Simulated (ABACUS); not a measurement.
# TiB2 (P6/mmm) in ABACUS: notebook

The runs below take TiB2 through single point, relaxation of cell and atoms, with PBE.

Everything below comes from runs of ABACUS 3.10.1. Logs are shortened: lines on timing, memory, paths and dates and some standing lists are left out, and cuts for length are marked.

## Step 1: Starting point

Symmetry: P6/mmm, No. 191, hexagonal system. Conventional cell: a = 3.029 Å, b = 3.029 Å, c = 3.228 Å, α = 90.00°, β = 90.00°, γ = 120.00°. Ti (site symmetry 6/mmm) has 12 B at 2.38 Å as nearest neighbours. Around B (site symmetry -6m2) lie 3 B at 1.75 Å.

## Step 2: Single point, PBE

File INPUT:

```
INPUT_PARAMETERS
suffix              TiB2
calculation         scf
basis_type          pw
pseudo_dir          ./
symmetry            1
dft_functional      pbe
ecutwfc             84
pseudo_rcut         7
nspin               1
nbands              19
ks_solver           dav
smearing_method     fd
smearing_sigma      0.00367493
scf_thr             1e-08
scf_nmax            100
mixing_type         broyden
mixing_beta         0.7
cal_force           1
cal_stress          1
out_chg             1
kpar                4
```

File STRU:

```
ATOMIC_SPECIES
Ti 47.8670 22_Ti_12_2.0_2.8_pbe_n_v1.0.upf
B 10.8100 05_B_3_1.5_1.7_pbe_n_v1.0.upf

LATTICE_CONSTANT
1.8897261246

LATTICE_VECTORS
3.0292000000 0.0000000000 0.0000000000
-1.5146000000 2.6233641531 0.0000000000
0.0000000000 0.0000000000 3.2284000000

ATOMIC_POSITIONS
Direct

Ti
0.0
1
0.0000000000 0.0000000000 0.0000000000 1 1 1

B
0.0
2
0.6666666667 0.3333333333 0.5000000000 1 1 1
0.3333333333 0.6666666667 0.5000000000 1 1 1
```

File KPT:

```
K_POINTS
0
Gamma
8 8 6 0 0 0
```

Potentials or basis: SPMS ONCV 1.0 PBE, plane waves.

The run is started by

```
OMP_NUM_THREADS=1 mpirun -np 4 abacus > log
```

running log:

```text
ABACUS v3.10.1

               Atomic-orbital Based Ab-initio Computation at UStc

 ------------------------------------------------------------------------------------

 READING GENERAL INFORMATION
                           global_out_dir = OUT.TiB2/
                           global_in_card = INPUT
                               pseudo_dir = ./
                              orbital_dir =
                                    DSIZE = 4
                                    GSIZE = 1

 READING UNITCELL INFORMATION
                                    ntype = 2
                  lattice constant (Bohr) = 1.88973
              lattice constant (Angstrom) = 1

 READING ATOM TYPE 1
                               atom label = Ti
                      L=0, number of zeta = 1
                      L=1, number of zeta = 1
                      L=2, number of zeta = 1
             number of atom for this type = 1

 READING ATOM TYPE 2
                               atom label = B
                      L=0, number of zeta = 1
                      L=1, number of zeta = 1
                      L=2, number of zeta = 1
             number of atom for this type = 2

                        TOTAL ATOM NUMBER = 3
DIRECT COORDINATES
    atom                   x                   y                   z     mag                  vx                  vy                  vz
taud_Ti1            0.0000000000        0.0000000000        0.0000000000  0.0000        0.0000000000        0.0000000000        0.0000000000
taud_B1            0.6666666667        0.3333333333        0.5000000000  0.0000        0.0000000000        0.0000000000        0.0000000000
taud_B2            0.3333333333        0.6666666667        0.5000000000  0.0000        0.0000000000        0.0000000000        0.0000000000

                          Volume (Bohr^3) = 173.129
                             Volume (A^3) = 25.6551

 Lattice vectors: (Cartesian coordinate: in unit of a_0)
              +3.0292                  +0                  +0
              -1.5146            +2.62336                  +0
                   +0                  +0             +3.2284
 Reciprocal vectors: (Cartesian coordinate: in unit of 2 pi/a_0)
             +0.33012           +0.190595                  -0
                   -0            +0.38119                  -0
                   +0                  -0           +0.309751
 The esolver type has been set to : ksdft_pw

                PAO radial cut off (Bohr) = 7

 Read in pseudopotential file is 22_Ti_12_2.0_2.8_pbe_n_v1.0.upf
                     pseudopotential type = NC
          exchange-correlation functional = PBE
                 nonlocal core correction = 1
                        valence electrons = 12
                                     lmax = 2
                           number of zeta = 4
                     number of projectors = 6
                           L of projector = 0
[... 195 lines left out ...]
 projector 2 L=0
 projector 3 L=1
 projector 4 L=1
      TOTAL NUMBER OF NONLOCAL PROJECTORS = 34

 Init Non-Local PseudoPotential table :
 Init Non-Local-Pseudopotential done.

                                     npwx = 2257

 Make real space PAO into reciprocal space.
       max mesh points in Pseudopotential = 701
     dq(describe PAO in reciprocal space) = 0.01
                                    max q = 1104

 number of pseudo atomic orbitals for Ti is 4
WARNING: norm of atomic wavefunction # 3 of atomic type Ti is 0.999499, renormalized
WARNING: norm of atomic wavefunction # 4 of atomic type Ti is 0.990413, renormalized

 number of pseudo atomic orbitals for B is 2
WARNING: norm of atomic wavefunction # 1 of atomic type B is 0.999868, renormalized
WARNING: norm of atomic wavefunction # 2 of atomic type B is 0.997328, renormalized

 -------------------------------------------
 SELF-CONSISTENT
 -------------------------------------------
                                 init_chg = atomic

 PW ALGORITHM --------------- ION=   1  ELEC=   1--------------------------------

 Density error is 0.533019138576
                          Error Threshold = 0.01
----------------------------------------------------------
     Energy           Rydberg                 eV
----------------------------------------------------------
 E_KohnSham     -129.0805398394      -1756.2308427315
 E_Harris       -134.0642729718      -1824.0380106444
 E_Fermi        1.1993992499         16.3186639754
----------------------------------------------------------
[... 63 lines left out ...]
 Density error is 3.32051629214e-09
                          Error Threshold = 1.66550259667e-08
----------------------------------------------------------
     Energy           Rydberg                 eV
----------------------------------------------------------
 E_KohnSham     -129.3190540876      -1759.4759955615
 E_KS(sigma->0) -129.3190090130      -1759.4753822906
 E_Harris       -129.3191024383      -1759.4766534069
 E_band         -6.7406571113        -91.7113449775
 E_one_elec     -27.5292342678       -374.5544476187
 E_Hartree      23.0279472710        313.3112961287
 E_xc           -22.2001250802       -302.0481974039
 E_Ewald        -102.6175518614      -1396.1834201258
 E_entropy(-TS) -0.0000901491        -0.0012265418
 E_descf        0.0000000000         0.0000000000
 E_exx          0.0000000000         0.0000000000
 E_Fermi        1.1313673283         15.3930421964
----------------------------------------------------------

 charge density convergence is achieved
 final etot is -1759.4759956 eV
 EFERMI = 15.393042196 eV

 STATE ENERGY(eV) AND OCCUPATIONS    NSPIN == 1
 1/10 kpoint (Cartesian) = 0.0000 0.0000 0.0000 (2255 pws)
       1       -41.6791     0.00520833
       2       -18.0191     0.00520833
       3       -17.7043     0.00520833
       4       -17.7043     0.00520833
       5        1.78621     0.00520833
       6        12.6923     0.00520833
[... 104 lines left out ...]
       6        10.7659      0.0312500
[... 11 lines left out ...]
      18        25.3639    7.74210e-89
      19        34.4291        0.00000

[... levels at 4 further k points ...]

------------------------------------------------------------------------------------------
 TOTAL-FORCE (eV/Angstrom)
------------------------------------------------------------------------------------------
                       Ti1         0.0000000000         0.0000000000         0.0000000000
                        B1         0.0000000000         0.0000000000         0.0000000000
                        B2         0.0000000000         0.0000000000         0.0000000000
------------------------------------------------------------------------------------------

----------------------------------------------------------------
 TOTAL-STRESS (KBAR)
----------------------------------------------------------------
         2.9165036854         0.0000000000         0.0000000000
        -0.0000000000         2.9165036855        -0.0000000000
        -0.0000000000         0.0000000000        -6.0886171802
----------------------------------------------------------------
 TOTAL-PRESSURE: -0.085203 KBAR

 --------------------------------------------
 !FINAL_ETOT_IS -1759.4759955614977116 eV
 --------------------------------------------
```

stdout:

```text
ABACUS v3.10.1

               Atomic-orbital Based Ab-initio Computation at UStc

%%%%%%%%%%%%%%%%%%%%%%%%%%%%%%%%%%%%%%%%%%%%%%%%%%%%%%%%%%%%%%%%%%%%%%%%%%%%%%%%%%%%%%%%%%%%%%%%%%%%%%%%%
 Warning: the number of valence electrons in pseudopotential > 4 for Ti: [Ar] 3d2 4s2
[... 33 lines left out ...]
 TOTAL-STRESS (KBAR)
----------------------------------------------------------------
         2.9165036854         0.0000000000         0.0000000000
        -0.0000000000         2.9165036855        -0.0000000000
        -0.0000000000         0.0000000000        -6.0886171802
----------------------------------------------------------------
 TOTAL-PRESSURE: -0.085203 KBAR
```

It took 15 s on 4 MPI ranks of AMD EPYC, shared host; peak memory 0.28 GiB.

What came out:

* Free energy: -1759.4760 eV
* Pressure: 0.0 GPa
* Band gap on the k mesh: none (metal or under the smearing width)

Levels at points of the mesh, in eV from the Fermi level:
```tsv
k point	band 7	band 8	band 9	band 10	band 11	band 12
(0.00, 0.00, 0.00)	-2.70	-2.43	-2.21	1.81	1.81	3.56
(0.50, 0.50, 0.00)	-3.37	-3.32	-2.36	1.25	2.66	3.13
(0.00, 0.00, 0.50)	-0.65	-0.65	-0.26	-0.26	0.35	0.35
(0.50, 0.50, 0.50)	-4.74	-3.92	-3.25	2.39	2.84	4.38
```

## Step 3: Relaxation of cell and atoms, PBE

File run_abacus.py:

```python
"""Relaxation by an ASE optimiser with ABACUS as a small file-based calculator."""
import re
import subprocess
import numpy as np
from ase.calculators.calculator import Calculator, all_changes
from ase.filters import FrechetCellFilter
from ase.io import read
from ase.optimize import LBFGS
from ase.stress import full_3x3_to_voigt_6_stress
from ase.units import Bohr, GPa

atoms = read("POSCAR")
atoms = atoms[(-atoms.numbers).argsort(kind="stable")]  # ABACUS lists atoms element by element
pseudo = {'Ti': '22_Ti_12_2.0_2.8_pbe_n_v1.0.upf', 'B': '05_B_3_1.5_1.7_pbe_n_v1.0.upf'}
orbital = {}
magmoms = None
kmesh = [8, 8, 6]
params = {
    'suffix': 'TiB2',
    'calculation': 'scf',
    'basis_type': 'pw',
    'pseudo_dir': './',
    'symmetry': 1,
    'dft_functional': 'pbe',
    'ecutwfc': 84,
    'pseudo_rcut': 7,
    'nspin': 1,
    'nbands': 13,
    'ks_solver': 'dav',
    'smearing_method': 'fd',
    'smearing_sigma': 0.00367493,
    'scf_thr': 1e-08,
    'scf_nmax': 100,
    'mixing_type': 'broyden',
    'mixing_beta': 0.7,
    'cal_force': 1,
    'cal_stress': 1,
    'kpar': 4,
}

def write_input(atoms):
    symbols = atoms.get_chemical_symbols()
    elements = list(dict.fromkeys(symbols))
    lines = ["ATOMIC_SPECIES"] + [f"{e} {atoms.get_masses()[symbols.index(e)]:.4f} {pseudo[e]}" for e in elements]
    if orbital:
        lines += ["", "NUMERICAL_ORBITAL"] + [orbital[e] for e in elements]
    lines += ["", "LATTICE_CONSTANT", f"{1 / Bohr:.10f}", "", "LATTICE_VECTORS"]
    lines += [" ".join(f"{x:.10f}" for x in v) for v in atoms.cell]
    lines += ["", "ATOMIC_POSITIONS", "Direct"]
    for e in elements:
        lines += ["", e, "0.0", str(symbols.count(e))]
        for i, p in enumerate(atoms.get_scaled_positions(wrap=False)):
            if symbols[i] == e:
                mag = "" if magmoms is None else " mag " + " ".join(str(x) for x in (magmoms[i] if isinstance(magmoms[i], list) else [magmoms[i]]))
                lines.append(" ".join(f"{x:.10f}" for x in p) + " 1 1 1" + mag)
    open("STRU", "w").write("\n".join(lines) + "\n")
    open("KPT", "w").write("K_POINTS\n0\nGamma\n%d %d %d 0 0 0\n" % tuple(kmesh))
    open("INPUT", "w").write("INPUT_PARAMETERS\n" + "".join(f"{k:<20s}{v}\n" for k, v in params.items()))

class Abacus(Calculator):
    implemented_properties = ["energy", "free_energy", "forces", "stress"]

    def calculate(self, atoms=None, properties=("energy",), system_changes=all_changes):
        super().calculate(atoms, properties, system_changes)
        write_input(self.atoms)
        subprocess.run(['mpirun', '-np', '4', 'abacus'], check=True)
        log = open("OUT.TiB2/running_scf.log").read()
        if "charge density convergence is achieved" not in log:
            raise RuntimeError("SCF not converged")
        rows = lambda title, n: np.array([l.split()[-3:] for l in log.split(title)[-1].split("\n")[2:2 + n]], float)
        energy = float(re.findall(r"FINAL_ETOT_IS (\S+)", log)[-1])
        stress = -rows("TOTAL-STRESS", 3) / 10 * GPa  # ABACUS prints kbar, compression positive
        self.results = dict(energy=energy, free_energy=energy, forces=rows("TOTAL-FORCE", len(self.atoms)), stress=full_3x3_to_voigt_6_stress(stress))

atoms.calc = Abacus()
opt = LBFGS(FrechetCellFilter(atoms), logfile="opt.log", trajectory="relax.traj")
print("optimiser converged:", opt.run(fmax=0.02, steps=60))
```

File POSCAR:

```
TiB2
1.0
    3.0292000000      0.0000000000      0.0000000000
   -1.5146000000      2.6233641531      0.0000000000
    0.0000000000      0.0000000000      3.2284000000
Ti B
1 2
Direct
    0.0000000000      0.0000000000      0.0000000000
    0.6666666667      0.3333333333      0.5000000000
    0.3333333333      0.6666666667      0.5000000000
```

Potentials or basis: SPMS ONCV 1.0 PBE, plane waves.

The run is started by

```
OMP_NUM_THREADS=1 python run_abacus.py > log
```

Wall time 37 s (4 MPI ranks of AMD EPYC, shared host); peak memory 0.36 GiB.

The run converged. Its results:

```
Free energy               : -1759.4726 eV
Energy gained by relaxing : 0.0 meV/atom
Ionic steps               : 3
Pressure after relaxing   : -0.1 GPa
Band gap on the k mesh    : none (metal or under the smearing width)
```

Final structure:
```yaml
crystal:
  lattice:
    - [3.03130, 0.00000, 0.00000]
    - [-1.51565, 2.62518, 0.00000]
    - [0.00000, 0.00000, 3.22404]
  atoms:
    - { symbol: Ti, position: [0.00000, 0.00000, 0.00000] }
    - { symbol: B, position: [0.66667, 0.33333, 0.50000] }
    - { symbol: B, position: [0.33333, 0.66667, 0.50000] }
```

Levels at points of the mesh, in eV from the Fermi level:
```tsv
k point	band 7	band 8	band 9	band 10	band 11	band 12
(0.00, 0.00, 0.00)	-2.75	-2.44	-2.23	1.78	1.78	3.54
(0.50, 0.50, 0.00)	-3.41	-3.34	-2.39	1.23	2.63	3.10
(0.00, 0.00, 0.50)	-0.70	-0.31	-0.31	0.32	0.32	1.54
(0.50, 0.50, 0.50)	-4.79	-3.95	-3.29	2.38	2.81	4.36
```

Caveat: there are fewer bands than atomic start orbitals, so a level may be missed at k points of high symmetry.
